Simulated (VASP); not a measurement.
Wanted: the native input for a VASP 6.6.1 run.

```yaml
Task: single point
Functional: r2SCAN
Potentials_or_basis: VASP PAW PBE potentials, release 64 (Al, N)
Cutoff: 520 eV
k_mesh: 8 × 8 × 5
Occupations: gaussian, width 0.01 eV
Spin: no spin polarisation
Dipole_correction: no
Further_INCAR_settings: ALGO = Normal; EDIFF = 1e-06; NBANDS = 16
```

AlN:

```xyz
4
Lattice="3.1067 0.0000 0.0000 -1.5533 2.6904 0.0000 0.0000 0.0000 4.9784" Properties=species:S:1:pos:R:3 pbc="T T T"
Al    0.0000    1.7936    0.0009
Al    1.5533    0.8968    2.4901
N     0.0000    1.7936    1.9008
N     1.5533    0.8968    4.3900
```

The cell was built by a generator and needn't be a form met in nature.

These files were run (other wordings do the same):

POSCAR

```
AlN
1.0
    3.1066587661      0.0000000000      0.0000000000
   -1.5533293830      2.6904454123      0.0000000000
    0.0000000000      0.0000000000      4.9784087647
Al N
2 2
Direct
    0.3333333333      0.6666666667      0.0001822151
    0.6666666667      0.3333333333      0.5001822151
    0.3333333333      0.6666666667      0.3818177849
    0.6666666667      0.3333333333      0.8818177849
```

INCAR.step1

```
SYSTEM = AlN
PREC = Accurate ; ENCUT = 520
ISMEAR = 0 ; SIGMA = 0.01
LREAL = .FALSE. ; LASPH = .TRUE.
NELM = 100 ; NBANDS = 16
GGA = PE ; ALGO = Normal
EDIFF = 1E-4 ; LWAVE = .TRUE.
LCHARG = .FALSE.
```

INCAR.step2

```
SYSTEM = AlN
PREC = Accurate ; ENCUT = 520
EDIFF = 1E-6 ; ISMEAR = 0
SIGMA = 0.01 ; LREAL = .FALSE.
LASPH = .TRUE. ; NELM = 100
ALGO = Normal ; ISIF = 2
LWAVE = .FALSE. ; LCHARG = .FALSE.
METAGGA = R2SCAN ; LMIXTAU = .TRUE.
NBANDS = 16 ; ISTART = 1
```

KPOINTS

```
Automatic mesh
0
G
  8 8 5
  0 0 0
```

Potentials or basis: VASP PAW PBE potentials, release 64 (Al, N).

Command:

```sh
$ cat potpaw_PBE.64/Al/POTCAR potpaw_PBE.64/N/POTCAR > POTCAR
$ cp INCAR.step1 INCAR
$ mpirun -np 1 vasp_std > vasp.out
$ cp INCAR.step2 INCAR
$ mpirun -np 1 vasp_std > vasp.out
```

It gave:

The pressure is -0.4 GPa and the band gap on the k mesh is 4.92 eV, direct.

Caveat: the PAW data sets were made with another functional, which shifts forces and pressure a little.

Wall time 26 s on 1 thread of Intel(R) Xeon(R) 6975P-C (Granite Rapids), on a shared host, peak memory 0.16 GiB.
